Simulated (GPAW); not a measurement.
The system is CuI (Marshite).

```
I Cu
1.0
     0.00000    3.03150    3.03150
     3.03150    0.00000    3.03150
     3.03150    3.03150    0.00000
I Cu
1 1
Cartesian
  0.0000 0.0000 0.0000
  4.5473 4.5473 4.5473
```

- Program: GPAW 26.7.0
- Task: relaxation of cell and atoms
- Functional: revPBE
- Dispersion: D4
- Potentials or basis: the program's PAW data sets (release 1.2.1) made for this functional
- Cutoff: 600 eV
- Basis: pw
- k mesh: 8 × 8 × 8
- Occupations: fermi-dirac, width 0.05 eV
- Spin: no spin polarisation

At the start: pressure -1.5 GPa; volume 27.86 Å³/atom.

**Question.** How do energy, volume and symmetry change on relaxing?

**Answer.** Over 3 steps the energy falls by 4.6 meV/atom and the volume is 26.79 Å³/atom (-3.8 %); space group F-43m (No. 216, to 0.05 Å).

Step by step:
| step | energy change (eV) | largest force (eV/Å) | pressure (GPa) | volume (Å³) |
| --- | --- | --- | --- | --- |
| 1 | 0.0000 | 0.0000 | -1.55 | 55.72 |
| 2 | -0.0028 | 0.0000 | -1.33 | 55.40 |
| 3 | -0.0093 | 0.0000 | 0.10 | 53.59 |

Final structure:
```cif
data_structure
_symmetry_space_group_name_H-M 'P 1'
_symmetry_Int_Tables_number 1
_cell_length_a 4.2319
_cell_length_b 4.2319
_cell_length_c 4.2319
_cell_angle_alpha 60.000
_cell_angle_beta 60.000
_cell_angle_gamma 60.000
_cell_volume 53.59
loop_
_atom_site_label
_atom_site_type_symbol
_atom_site_fract_x
_atom_site_fract_y
_atom_site_fract_z
_atom_site_occupancy
I1 I 0.00000 0.00000 0.00000 1
Cu1 Cu 0.75000 0.75000 0.75000 1
```

Caveat: with this Cu data set, volumes or pressures lay over 1.5 % or 2 GPa off other programs in two to four cells of ten; later steps reuse the first step's grids.
